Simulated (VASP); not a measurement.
# Ir (Fm-3m) in VASP: further runs

One crystal, Ir, is run at these levels: PBEsol, r2SCAN; tasks: single point.

Everything below comes from runs of VASP 6.6.1. Logs are shortened: lines on timing, memory, paths and dates and some standing lists are left out, and cuts for length are marked.

## Step 1: Starting point

Symmetry: Fm-3m, No. 225, cubic system. Conventional cell: a = 3.834 Å, b = 3.834 Å, c = 3.834 Å, α = 90.00°, β = 90.00°, γ = 90.00°. Around Ir (site symmetry m-3m) lie 12 Ir at 2.71 Å.

## Step 2: Single point, PBEsol

The input, INCAR:

```
SYSTEM = Ir
PREC     = Accurate       ! precision mode
ENCUT    = 900            ! plane-wave cutoff, eV
EDIFF    = 1E-7           ! SCF threshold, eV
ISMEAR   = 0              ! smearing method
SIGMA    = 0.1            ! smearing width, eV
LREAL    = .FALSE.        ! projectors in reciprocal space
LASPH    = .TRUE.         ! aspherical terms in the spheres
NELM     = 80             ! most SCF steps
ALGO     = Normal         ! electronic algorithm
ISIF     = 2              ! what is computed and relaxed
LWAVE    = .FALSE.        ! write WAVECAR
LCHARG   = .FALSE.        ! write CHGCAR
GGA      = PS             ! functional
```

The input, KPOINTS:

```
regular mesh
0
G
  18 18 18
  0 0 0
```

The input, POSCAR:

```
Ir
1.0
    0.0000000000      1.9169000000      1.9169000000
    1.9169000000      0.0000000000      1.9169000000
    1.9169000000      1.9169000000      0.0000000000
Ir
1
Direct
    0.0000000000      0.0000000000      0.0000000000
```

Potentials or basis: VASP PAW PBE potentials, release 64 (Ir).

The run is started by

```sh
$ cat potpaw_PBE.64/Ir/POTCAR > POTCAR
$ mpirun -np 1 vasp_std > vasp.out
```

OUTCAR:

```text
SYSTEM = Ir
   PREC = Accurate
   ENCUT = 900
   EDIFF = 1E-7
   ISMEAR = 0
   LREAL = .FALSE.
   LASPH = .TRUE.
   NELM = 80
   ISIF = 2
   GGA = PS

 ion  position               nearest neighbor table
   1  0.000  0.000  0.000-

  LATTYP: Found a face centered cubic cell.
 ALAT       =     3.8338000000

  Lattice vectors:

 A1 = (   0.0000000000,   1.9169000000,   1.9169000000)
 A2 = (   1.9169000000,   0.0000000000,   1.9169000000)
 A3 = (   1.9169000000,   1.9169000000,   0.0000000000)

Analysis of symmetry for initial positions (statically):
=====================================================================
 Subroutine PRICEL returns:
 Original cell was already a primitive cell.

 Routine SETGRP: Setting up the symmetry group for a
 face centered cubic supercell.

 Subroutine GETGRP returns: Found 48 space group operations
 (whereof 48 operations were pure point group operations)
 out of a pool of 48 trial point group operations.

The static configuration has the point symmetry O_h .

Analysis of symmetry for dynamics (positions and initial velocities):
=====================================================================
 Subroutine PRICEL returns:
 Original cell was already a primitive cell.

 Routine SETGRP: Setting up the symmetry group for a
 face centered cubic supercell.

 Subroutine GETGRP returns: Found 48 space group operations
 (whereof 48 operations were pure point group operations)
 out of a pool of 48 trial point group operations.

The dynamic configuration has the point symmetry O_h .

 Subroutine INISYM returns: Found 48 space group operations
 (whereof 48 operations are pure point group operations),
 and found     1 'primitive' translations

----------------------------------------------------------------------------------------

                                     Primitive cell

  volume of cell :      14.0873

  direct lattice vectors                    reciprocal lattice vectors
     0.000000000  1.916900000  1.916900000    -0.260837811  0.260837811  0.260837811
     1.916900000  0.000000000  1.916900000     0.260837811 -0.260837811  0.260837811
     1.916900000  1.916900000  0.000000000     0.260837811  0.260837811 -0.260837811

  length of vectors
     2.710905978  2.710905978  2.710905978     0.451784341  0.451784341  0.451784341

  position of ions in fractional coordinates (direct lattice)
     0.000000000  0.000000000  0.000000000

  ion indices of the primitive-cell ions
   primitive index   ion index
                 1           1

----------------------------------------------------------------------------------------

 KPOINTS: regular mesh

Automatic generation of k-mesh.
 Grid dimensions read from file:
 generate k-points for:   18   18   18

 Generating k-lattice:

  Cartesian coordinates                     Fractional coordinates (reciprocal lattice)
    -0.014490990  0.014490990  0.014490990     0.055555556  0.000000000  0.000000000
     0.014490990 -0.014490990  0.014490990     0.000000000  0.055555556  0.000000000
     0.014490990  0.014490990 -0.014490990     0.000000000  0.000000000  0.055555556

  Length of vectors
     0.025099130  0.025099130  0.025099130

  Shift w.r.t. Gamma in fractional coordinates (k-lattice)
     0.000000000  0.000000000  0.000000000

 Subroutine IBZKPT returns following result:
 ===========================================

 Found    195 irreducible k-points:

 Following reciprocal coordinates:
            Coordinates               Weight
  0.000000  0.000000  0.000000      1.000000
  0.055556  0.000000  0.000000      8.000000
  0.111111  0.000000  0.000000      8.000000
  0.166667  0.000000  0.000000      8.000000
  0.222222  0.000000  0.000000      8.000000
  0.277778  0.000000  0.000000      8.000000
[... 16 lines left out ...]
 -0.277778  0.055556  0.000000     24.000000
 -0.222222  0.055556  0.000000     24.000000
 [... further k-points ...]
   k-points           NKPTS =    195   k-points in BZ     NKDIM =    195   number of bands    NBANDS=      8
   number of dos      NEDOS =    301   number of ions     NIONS =      1
   total plane-waves  NPLWV =  21952
   dimension x,y,z NGX =    28 NGY =   28 NGZ =   28
   dimension x,y,z NGXF=    56 NGYF=   56 NGZF=   56
   ions per type =               1
   NGX,Y,Z   is equivalent  to a cutoff of  17.17, 17.17, 17.17 a.u.
   NGXF,Y,Z  is equivalent  to a cutoff of  34.34, 34.34, 34.34 a.u.
 SYSTEM =  Ir
   PREC   = accura    normal or accurate (medium, high low for compatibility)
   ISTART =      0    job   : 0-new  1-cont  2-samecut
   ICHARG =      2    charge: 1-file 2-atom 10-const
   ISPIN  =      1    spin polarized calculation?
   LNONCOLLINEAR =      F non collinear calculations
   LSORBIT =      F    spin-orbit coupling
   LASPH  =      T    aspherical Exc in radial PAW
   ENCUT  =  900.0 eV  66.15 Ry    8.13 a.u.   6.63  6.63  6.63*2*pi/ulx,y,z
   NELM   =     80;   NELMIN=  2; NELMDL= -5     # of ELM steps
   EDIFF  = 0.1E-06   stopping-criterion for ELM
   LREAL  =      F    real-space projection
   EDIFFG = 0.1E-05   stopping-criterion for IOM
   NSW    =      0    number of steps for IOM
   IBRION =     -1    ionic relax: 0-MD 1-quasi-New 2-CG
   NFREE  =      0    steps in history (QN), initial steepest desc. (CG)
   ISIF   =      2    stress and relaxation
   ISYM   =      2    0-nonsym 1-usesym 2-fastsym
   POTIM  = 0.5000    time-step for ionic-motion
   TEBEG  =    0.0;   TEEND  =   0.0 temperature during run
   PSTRESS=    0.0 pullay stress
   NELECT =       9.0000    total number of electrons
   NUPDOWN=      -1.0000    fix difference up-down
   EMIN   =  10.00;   EMAX   =-10.00  energy-range for DOS
   EFERMI =   0.00;   METHOD = LEGACY
   ISMEAR =     0;   SIGMA  =   0.10  broadening in eV -4-tet -1-fermi 0-gaus
   EFERMI_NEDOS =   21; number of points for ismear=-14 and -15
   IALGO  =     38    algorithm
   IMIX   =      4    mixing-type and parameters
     AMIX     =   0.40;   BMIX     =  1.00
     AMIX_MAG =   1.60;   BMIX_MAG =  1.00
  volume/ion in A,a.u.               =      14.09        95.07
  Fermi-wavevector in a.u.,A,eV,Ry     =   1.409980  2.664475 27.048966  1.988043
  Thomas-Fermi vector in A             =   2.531980
   LORBIT       =      0    0 simple, 1 ext, 2 COOP (PROOUT), +10 PAW based schemes
   GGA     = PS    functional components
   LHFCALC =     F    Hartree Fock is set to
   AEXX    =    0.0000 exact exchange contribution
   IVDW    =     0    specifies the selected vdW correction
   LEPSILON=     F    determine dielectric tensor
   LRPA    =     F    only Hartree local field effects (RPA)
 non-spin polarized calculation
 Gauss-broadening in eV      SIGMA  =   0.10
  energy-cutoff  :      900.00
  volume of cell :       14.09
 maximum number of plane-waves:       889
   NGX = 13   NGY = 13   NGZ = 13

 number of electron       9.0000000 magnetization

 Free energy of the ion-electron system (eV)
  ---------------------------------------------------
  ext. energy  EPLUGINS =         0.00000000
  ---------------------------------------------------
  free energy    TOTEN  =        -9.82337066 eV

  energy without entropy =       -9.81831863  energy(sigma->0) =       -9.82084465

 E-fermi :  10.3568     XC(G=0): -14.1263

 val. band max:       10.3498691109   @ k =   0.5000   0.2222   0.1111
 cond. band min:      10.3661953681   @ k =   0.3333   0.1111   0.0556
 fundamental gap:      0.0163262572
 Fermi energy:        10.3567726364

 k-point     1 :       0.0000    0.0000    0.0000
  band No.  band energies     occupation
      1      -0.9169      2.00000
      2       6.3911      2.00000
      3       6.3911      2.00000
      4       6.3911      2.00000
      5       9.1252      2.00000
      6       9.1252      2.00000
      7      24.6303      0.00000
      8      30.2293      0.00000

 k-point     2 :       0.0556    0.0000    0.0000
  band No.  band energies     occupation
      1      -0.7786      2.00000
      2       6.3162      2.00000
      3       6.4517      2.00000
      4       6.4517      2.00000
      5       9.0855      2.00000
      6       9.0855      2.00000
      7      24.8711      0.00000
      8      29.4769      0.00000

 k-point     3 :       0.1111    0.0000    0.0000
  band No.  band energies     occupation
      1      -0.3779      2.00000
      2       6.1238      2.00000
      3       6.6106      2.00000
      4       6.6106      2.00000
      5       8.9985      2.00000
      6       8.9985      2.00000
      7      25.5323      0.00000
      8      28.0124      0.00000

 k-point     4 :       0.1667    0.0000    0.0000
  band No.  band energies     occupation
      1       0.2364      2.00000
      2       5.9056      2.00000
      3       6.7894      2.00000
      4       6.7895      2.00000
      5       8.9641      2.00000
      6       8.9641      2.00000
      7      26.2145      0.00000
      8      26.6594      0.00000

 k-point     5 :       0.2222    0.0000    0.0000
  band No.  band energies     occupation
      1       0.9588      2.00000
      2       5.8087      2.00000
      3       6.8652      2.00000
      4       6.8652      2.00000
      5       9.1247      2.00000
      6       9.1247      2.00000
      7      24.8582      0.00000
      8      27.1211      0.00000
[... 177 lines left out ...]
 k-point    22 :      -0.3333    0.0556    0.0000
  band No.  band energies     occupation
      1       2.1785      2.00000
      2       6.4896      2.00000
      3       6.6323      2.00000
      4       6.8914      2.00000
      5       9.9440      2.00000
      6      10.8547      0.00000
      7      21.0432      0.00000
      8      25.6509      0.00000

 k-point    23 :      -0.2778    0.0556    0.0000
  band No.  band energies     occupation
      1       1.8889      2.00000
      2       6.0559      2.00000
      3       6.7058      2.00000
      4       6.8155      2.00000
      5       9.3140      2.00000
      6      10.2399      1.90176
      7      22.8453      0.00000
      8      26.6628      0.00000

 k-point    24 :      -0.2222    0.0556    0.0000
  band No.  band energies     occupation
      1       1.3110      2.00000
      2       5.7135      2.00000
      3       6.8543      2.00000
      4       6.9478      2.00000
      5       8.8263      2.00000
      6       9.6958      2.00000
      7      24.4688      0.00000
      8      27.2972      0.00000

 [... further k-points ...]
[... 5 lines left out ...]
  --------------------------------------------------------------------------------------
  -------------------------------------------------------------------------------------
  Total       -0.0061937     -0.0061937     -0.0061937     -0.0000000     -0.0000000      0.0000000
  in kB       -0.7044240     -0.7044240     -0.7044240     -0.0000000     -0.0000000      0.0000000
  external PRESSURE =      -0.7044240 kB  Pullay stress =       0.0000000 kB

 VOLUME and BASIS-vectors are now :
 -----------------------------------------------------------------------------
  energy-cutoff  :      900.00
  volume of cell :       14.09
      direct lattice vectors                 reciprocal lattice vectors
     0.000000000  1.916900000  1.916900000    -0.260837811  0.260837811  0.260837811
     1.916900000  0.000000000  1.916900000     0.260837811 -0.260837811  0.260837811
     1.916900000  1.916900000  0.000000000     0.260837811  0.260837811 -0.260837811

 POSITION                                       TOTAL-FORCE (eV/Angst)
 -----------------------------------------------------------------------------------
      0.00000      0.00000      0.00000        -0.000000      0.000000     -0.000000
 -----------------------------------------------------------------------------------
    total drift:                               -0.000000     -0.000000     -0.000000

  FREE ENERGIE OF THE ION-ELECTRON SYSTEM (eV)
  ---------------------------------------------------
  free  energy   TOTEN  =        -9.8233706631 eV

  energy  without entropy=       -9.8183186320  energy(sigma->0) =       -9.82084465
```

It took 18 s on 1 thread of Intel Xeon 6975P-C (Granite Rapids), shared host; peak memory 0.21 GiB.

Results:

```
Free energy            : -9.8234 eV
Pressure               : -0.1 GPa
Band gap on the k mesh : none (metal or under the smearing width)
```

Caveat: the PAW data sets were made with another functional, which shifts forces and pressure a little. The run has no spin-orbit coupling, so splittings on Ir are missing.

(Part 1 of 2 ends here.)
